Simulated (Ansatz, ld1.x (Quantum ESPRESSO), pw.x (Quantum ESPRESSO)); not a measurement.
# Which Al potential is closest to all-electron in the diamond crystal?

All use PBE, scalar-relativistic, no spin, cutoffs from each file’s atomic test, pw.x 7.5; 8³ k-points, Fermi–Dirac smearing 0.01 Ry. Δ is the rms difference from all-electron LAPW of the E(V) curves that follow from fits to the pressures, over ±6 % in volume. Mesh and smearing are coarse and serve the comparison alone. The files are a selection: those with a ghost or negative overlap were mostly not run, and those with noisy or unconverged pressures or nearly equal Δ are left out.

All-electron: a0 = 6.051 Å (V0 = 27.69 Å³/atom), B0 = 36.9 GPa.

(1) Rank them by Δ, smallest first.
A. norm-conserving RRKJ (Kleinman–Bylander form), ld1.x (Quantum ESPRESSO) 7.5, PBE; core [Ne], reference 3s2 3p0.5; waves: 3p (bound): rc 2.15 bohr; 3d channel at 0.15 Ry: rc 1.95 bohr; 3s (bound): rc 2.05 bohr; local part: the s channel; core correction: Bessel-smoothed model core inside 1.25 bohr.
B. norm-conserving RRKJ (Kleinman–Bylander form), ld1.x (Quantum ESPRESSO) 7.5, PBE; core [Ne], reference 3s2 3p1; waves: 3s (bound): rc 1.80 bohr; 3p (bound): rc 2.90 bohr; 3d channel at 0.25 Ry: rc 3.05 bohr; local part: all-electron potential smoothed inside 1.60 bohr (lloc = -1); core correction: none.
C. norm-conserving Troullier–Martins (Kleinman–Bylander form), ld1.x (Quantum ESPRESSO) 7.5, PBE; core [Ne], reference 3s2 3p0.5; waves: 3s (bound): rc 2.10 bohr; 3p (bound): rc 2.70 bohr; 3d channel at 0.35 Ry: rc 2.25 bohr; local part: the d channel; core correction: a·sin(br)/r model core inside 1.70 bohr.

## Answers

(1) B (0.1 meV/atom), C (0.5 meV/atom), A (1.8 meV/atom).
